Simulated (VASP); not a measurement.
# CaF2 (Fluorite) (Fm-3m) in VASP: notebook, part 2 of 2

VASP 6.6.1. Earlier steps stand in the parts before.

## (3) Relaxation of cell and atoms, LDA

This run uses another cell than the first one, of 12.64 Å³/atom, 0.931 times its volume.

Input file INCAR:

```
SYSTEM = CaF2
  PREC = Accurate
  ENCUT = 600
  EDIFF = 1E-7
  ISMEAR = 0
  SIGMA = 0.03
  LREAL = .False.
  LASPH = .True.
  NELM = 80
  ALGO = Normal
  ISIF = 3
  LWAVE = .False.
  LCHARG = .False.
  GGA = CA
  IBRION = 2
  NSW = 90
  EDIFFG = -0.005
  KPAR = 2
```

Input file KPOINTS:

```
Automatic mesh
0
Gamma
  8 8 8
  0 0 0
```

Input file POSCAR:

```
CaF2                                    
1.0
    0.0000000000      2.6664665290      2.6664665290
    2.6664665290     -0.0000000000      2.6664665290
    2.6664665290      2.6664665290     -0.0000000000
  Ca              F             
     1     2
Direct
     0.0000000000000000    0.0000000000000000    0.0000000000000000
     0.2500000000000000    0.2500000000000000    0.2500000000000000
     0.7500000000000000    0.7500000000000000    0.7500000000000000
```

Potentials or basis: VASP PAW LDA potentials, release 64 (Ca_sv, F).

Launch:

```sh
$ cat potpaw_LDA.64/Ca_sv/POTCAR potpaw_LDA.64/F/POTCAR > POTCAR
$ mpirun -np 2 vasp_std > vasp.out
```

OUTCAR:

```text
SYSTEM = CaF2
   PREC = Accurate
   ENCUT = 600
   EDIFF = 1E-7
   ISMEAR = 0
   LREAL = .False.
   LASPH = .True.
   NELM = 80
   ISIF = 3
   GGA = CA
   IBRION = 2
   NSW = 90
   EDIFFG = -0.005

 ion  position               nearest neighbor table
   1  0.000  0.000  0.000-   3 2.31   3 2.31   3 2.31   2 2.31   3 2.31   2 2.31   2 2.31   2 2.31

   2  0.250  0.250  0.250-   1 2.31   1 2.31   1 2.31   1 2.31
   3  0.750  0.750  0.750-   1 2.31   1 2.31   1 2.31   1 2.31

  LATTYP: Found a face centered cubic cell.
 ALAT       =     5.3329330580

  Lattice vectors:

 A1 = (   0.0000000000,   2.6664665290,   2.6664665290)
 A2 = (   2.6664665290,   0.0000000000,   2.6664665290)
 A3 = (   2.6664665290,   2.6664665290,   0.0000000000)

Analysis of symmetry for initial positions (statically):
=====================================================================
 Subroutine PRICEL returns:
 Original cell was already a primitive cell.

 Routine SETGRP: Setting up the symmetry group for a
 face centered cubic supercell.

 Subroutine GETGRP returns: Found 48 space group operations
 (whereof 48 operations were pure point group operations)
 out of a pool of 48 trial point group operations.

The static configuration has the point symmetry O_h .

Analysis of symmetry for dynamics (positions and initial velocities):
=====================================================================
 Subroutine PRICEL returns:
 Original cell was already a primitive cell.

 Routine SETGRP: Setting up the symmetry group for a
 face centered cubic supercell.

 Subroutine GETGRP returns: Found 48 space group operations
 (whereof 48 operations were pure point group operations)
 out of a pool of 48 trial point group operations.

The dynamic configuration has the point symmetry O_h .

 Subroutine INISYM returns: Found 48 space group operations
 (whereof 48 operations are pure point group operations),
 and found     1 'primitive' translations

----------------------------------------------------------------------------------------

                                     Primitive cell

  volume of cell :      37.9174

  direct lattice vectors                    reciprocal lattice vectors
     0.000000000  2.666466529  2.666466529    -0.187514073  0.187514073  0.187514073
     2.666466529  0.000000000  2.666466529     0.187514073 -0.187514073  0.187514073
     2.666466529  2.666466529  0.000000000     0.187514073  0.187514073 -0.187514073

  length of vectors
     3.770953129  3.770953129  3.770953129     0.324783902  0.324783902  0.324783902

  position of ions in fractional coordinates (direct lattice)
     0.000000000  0.000000000  0.000000000
     0.250000000  0.250000000  0.250000000
     0.750000000  0.750000000  0.750000000
[... 109 lines left out ...]
 conjugate gradient relaxation of ions
 non-spin polarized calculation
 Gauss-broadening in eV      SIGMA  =   0.03
  energy-cutoff  :      600.00
  volume of cell :       37.92
 maximum number of plane-waves:      1283
   NGX = 15   NGY = 15   NGZ = 15

--------------------------------------- Ionic step        1  -------------------------------------------

 number of electron      23.9999996 magnetization

 Free energy of the ion-electron system (eV)
  ---------------------------------------------------
  ext. energy  EPLUGINS =         0.00000000
  ---------------------------------------------------
  free energy    TOTEN  =       -19.01181123 eV

  energy without entropy =      -19.01181123  energy(sigma->0) =      -19.01181123

------------------------ aborting loop because EDIFF is reached ----------------------------------------

  FORCE on cell =-STRESS in cart. coord.  units (eV):
  Direction    XX          YY          ZZ          XY          YZ          ZX
  --------------------------------------------------------------------------------------
  -------------------------------------------------------------------------------------
  Total        0.0202764      0.0202764      0.0202764     -0.0000000     -0.0000000      0.0000000
  in kB        0.8567670      0.8567670      0.8567670     -0.0000000     -0.0000000      0.0000000
  external PRESSURE =       0.8567670 kB  Pullay stress =       0.0000000 kB

 VOLUME and BASIS-vectors are now :
 -----------------------------------------------------------------------------
  energy-cutoff  :      600.00
  volume of cell :       37.92
      direct lattice vectors                 reciprocal lattice vectors
     0.000000000  2.666466529  2.666466529    -0.187514073  0.187514073  0.187514073
     2.666466529  0.000000000  2.666466529     0.187514073 -0.187514073  0.187514073
     2.666466529  2.666466529  0.000000000     0.187514073  0.187514073 -0.187514073

 POSITION                                       TOTAL-FORCE (eV/Angst)
 -----------------------------------------------------------------------------------
      0.00000      0.00000      0.00000        -0.000000      0.000000      0.000000
      1.33323      1.33323      1.33323         0.000000      0.000000      0.000000
      3.99970      3.99970      3.99970        -0.000000     -0.000000     -0.000000
 -----------------------------------------------------------------------------------
    total drift:                                0.000000     -0.000000      0.000000

  FREE ENERGIE OF THE ION-ELECTRON SYSTEM (eV)
  ---------------------------------------------------
  free  energy   TOTEN  =       -19.0118112289 eV

  energy  without entropy=      -19.0118112289  energy(sigma->0) =      -19.01181123

--------------------------------------- Ionic step        2  -------------------------------------------

 number of electron      23.9999996 magnetization

 Free energy of the ion-electron system (eV)
  ---------------------------------------------------
  ext. energy  EPLUGINS =         0.00000000
  ---------------------------------------------------
  free energy    TOTEN  =       -19.01181410 eV

  energy without entropy =      -19.01181410  energy(sigma->0) =      -19.01181410

 E-fermi :  -0.7548     XC(G=0): -10.7306

 val. band max:       -0.9603911279   @ k =   0.5000   0.5000   0.0000
 cond. band min:       6.3662416468   @ k =   0.0000   0.0000   0.0000
 fundamental gap:      7.3266327747
 Fermi energy:        -0.7548281109

 k-point     1 :       0.0000    0.0000    0.0000
  band No.  band energies     occupation
      1     -36.0712      2.00000
      2     -20.6719      2.00000
      3     -19.7371      2.00000
      4     -17.3094      2.00000
      5     -17.3094      2.00000
      6     -17.3094      2.00000
[... 433 lines left out ...]
      3     -20.4934      2.00000
      4     -17.4089      2.00000
      5     -17.1132      2.00000
      6     -16.7907      2.00000
[... 8 lines left out ...]
     15       9.2535      0.00000
     16       9.7132      0.00000

 [... further k-points ...]

------------------------ aborting loop because EDIFF is reached ----------------------------------------

  FORCE on cell =-STRESS in cart. coord.  units (eV):
  Direction    XX          YY          ZZ          XY          YZ          ZX
  --------------------------------------------------------------------------------------
  -------------------------------------------------------------------------------------
  Total       -0.0059347     -0.0059347     -0.0059347      0.0000000     -0.0000000     -0.0000000
  in kB       -0.2505241     -0.2505241     -0.2505241      0.0000000     -0.0000000     -0.0000000
  external PRESSURE =      -0.2505241 kB  Pullay stress =       0.0000000 kB

 VOLUME and BASIS-vectors are now :
 -----------------------------------------------------------------------------
  energy-cutoff  :      600.00
  volume of cell :       37.95
      direct lattice vectors                 reciprocal lattice vectors
    -0.000000000  2.667335963  2.667335963    -0.187452952  0.187452952  0.187452952
     2.667335963 -0.000000000  2.667335963     0.187452952 -0.187452952  0.187452952
     2.667335963  2.667335963  0.000000000     0.187452952  0.187452952 -0.187452952

 POSITION                                       TOTAL-FORCE (eV/Angst)
 -----------------------------------------------------------------------------------
      2.66734     -0.00000      2.66734        -0.000000     -0.000000      0.000000
      1.33367      1.33367      1.33367        -0.000000     -0.000000      0.000000
      4.00100      4.00100      4.00100         0.000000      0.000000     -0.000000
 -----------------------------------------------------------------------------------
    total drift:                                0.000000     -0.000000      0.000000

  FREE ENERGIE OF THE ION-ELECTRON SYSTEM (eV)
  ---------------------------------------------------
  free  energy   TOTEN  =       -19.0118140994 eV

  energy  without entropy=      -19.0118140994  energy(sigma->0) =      -19.01181410

 reached required accuracy - stopping structural energy minimisation
```

Wall time 16 s (2 MPI ranks of Intel Xeon Platinum 8488C (Sapphire Rapids), shared host); peak memory 0.15 GiB.

Results:

```yaml
Free_energy: -19.0118 eV
Relaxed_volume: 12.65 Å³/atom
Relaxed_cell: a = 3.772 Å, b = 3.772 Å, c = 3.772 Å, α = 60.00°, β = 60.00°, γ = 60.00°
Space_group_after_relaxing_to_0.05_Å: Fm-3m (No. 225)
Energy_gained_by_relaxing: 0.0 meV/atom
Ionic_steps: 2
Pressure_after_relaxing: 0.0 GPa
Band_gap_on_the_k_mesh: 7.33 eV, indirect (least direct gap 7.60 eV)
```

Final structure:
```
CELL_PARAMETERS angstrom
0.00000 2.66734 2.66734
2.66734 0.00000 2.66734
2.66734 2.66734 0.00000
ATOMIC_POSITIONS crystal
Ca 0.00000 0.00000 0.00000
F 0.25000 0.25000 0.25000
F 0.75000 0.75000 0.75000
```

Levels at points of the mesh, in eV from the valence-band top:
```
           k point  band 10  band 11  band 12  band 13  band 14  band 15
(0.00, 0.00, 0.00)    -0.27    -0.27    -0.27     7.33     9.29     9.29
(0.50, 0.00, 0.00)    -1.36    -0.90    -0.90     9.55     9.55    10.12
(0.50, 0.50, 0.00)    -0.42    -0.42     0.00     8.05     9.84    10.39
```

A k mesh can miss the band edges. LDA gaps usually lie below the measured ones, often by a third to a half.
